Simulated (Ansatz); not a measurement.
# Response of ZnCu to small distortions

```xyz
2
Lattice="2.9450 0.0000 0.0000 0.0000 2.9450 0.0000 0.0000 0.0000 2.9450" Properties=species:S:1:pos:R:3 pbc="T T T"
Zn    1.4725    1.4725    1.4725
Cu    0.0000    0.0000    0.0000
```

Atom numbers follow the list: Zn1, Cu2.

The cell is COD entry 9008814, as deposited and not checked against the literature; nothing was relaxed.

Computed with Ansatz 0.2.0, DFT, PBE, PAW with Ansatz's default frozen-core files, scalar-relativistic.

Sampling and basis: a Γ-centred 14×14×14 k mesh, Fermi–Dirac smearing of 0.05 eV, cutoff 420 eV, no spin polarisation.

The unchanged cell is at 2.26 GPa, so energy changes include a term −P ΔV where the volume moves.

In a metal, stresses and small energies carry noise from the k mesh.

x, y and z are the Cartesian axes of the cell as listed; fractional coordinates follow a strain, and an engineering shear is twice the off-diagonal strain component.

Question: With this change (xy engineering shear strain of +4 %), what becomes of the energy and stress?

Answer: Energy change +6.4 meV/atom; stress change (xx, yy, zz, yz, xz, xy) 0.19, 0.19, 0.40, 0.00, 0.00, -3.93 GPa, compression positive.

Question: With this change (x and y strained by +1 %, z held), what becomes of the energy and stress?

Answer: Energy change -1.5 meV/atom; stress change (xx, yy, zz, yz, xz, xy) -2.57, -2.57, -2.03, 0.00, 0.00, 0.00 GPa, compression positive.

Question: With this change (atom 2 (Cu) moved by (0.2000, 0.0000, 0.0000) Å), what becomes of the energy and stress and forces?

Answer: Energy change +48.2 meV/atom; stress change (xx, yy, zz, yz, xz, xy) 0.69, 2.96, 2.96, 0.00, 0.00, 0.00 GPa, compression positive; change of the force on Cu2 (-0.958, 0.000, 0.000) eV/Å.

Question: What force constant does this one finite step give for Cu2 along its displacement (all its periodic images move with it)?

Answer: k = −ΔF·u/|u|² = 4.79 eV/Å², so the force pulls the atom back.
